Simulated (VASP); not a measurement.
# CoSi₂: self-consistent run, by LSFBXC

CoSi₂, Fm-3m (no. 225), 3 atoms in the cell. PBE; PAW potentials Co, Si (PBE set).

| LSFBXC | Pressure (GPa) | Gap on the mesh (eV) | Time (s) |
|---|---|---|---|
| default | 0.23 | 0.000 | 466 |
| .TRUE. | 0.21 | 0.000 | 452 |

## Input of the first row

INCAR:
```
SYSTEM = CoSi2
PREC = Accurate
ENCUT = 520
EDIFF = 1E-6
ISMEAR = 0
SIGMA = 0.02
LREAL = .FALSE.
LASPH = .TRUE.
ALGO = Normal
NELM = 200
ISIF = 2
LWAVE = .FALSE.
LCHARG = .FALSE.
LORBIT = 11
LMAXMIX = 4
LNONCOLLINEAR = .TRUE.
MAGMOM = -1.977 -0.082 0.289 0 0 0 0 0 0
ISYM = -1
```

KPOINTS:
```
k-points
0
Gamma
  6 6 6
```

POSCAR:
```
CoSi2
1.0
    0.0000000000      2.6780000000      2.6780000000
    2.6780000000      0.0000000000      2.6780000000
    2.6780000000      2.6780000000      0.0000000000
Co Si
1 2
Direct
    0.0000000000      0.0000000000      0.0000000000
    0.7500000000      0.7500000000      0.7500000000
    0.2500000000      0.2500000000      0.2500000000
```

Commands:
```
cat potpaw_PBE.64/Co/POTCAR potpaw_PBE.64/Si/POTCAR > POTCAR
mpirun -np 1 vasp_ncl > vasp.out
```

Changes of the last row against the first:
```
+ LSFBXC = True
```

VASP 6.6.1 took 466 s on 1 core (Intel Xeon 6975P-C (Granite Rapids)), a shared host.
